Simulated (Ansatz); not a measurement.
Calculated with Ansatz (gas phase, PBE0-D4/def2-TZVP geometries, no zero-point term in ΔE). CCSD(T)/CBS adds triple-zeta CCSD(T) − MP2 to the extrapolated MP2 energy (def2 sets, frozen cores). One conformer a species, not always the lowest.

Reaction (formal exchange of groups at the Al–N bond): `N=C(O)[NH][AlH2]` + `C=CC` → `C/C=[CH]/[AlH2]` + `N=C(N)O`

```tsv
species	CCSD(T)/CBS(def2) energy (Eh)
`N=C(O)[NH][AlH2]`	-467.67634
`C=CC`	-117.74610
`C/C=[CH]/[AlH2]`	-360.34981
`N=C(N)O`	-225.03467
```

Work out ΔE.

ΔE = (-360.34981) + (-225.03467) − (-467.67634) − (-117.74610) = 0.03796 Eh = +99.7 kJ/mol.

Largest T1 diagnostic among the species: 0.014.
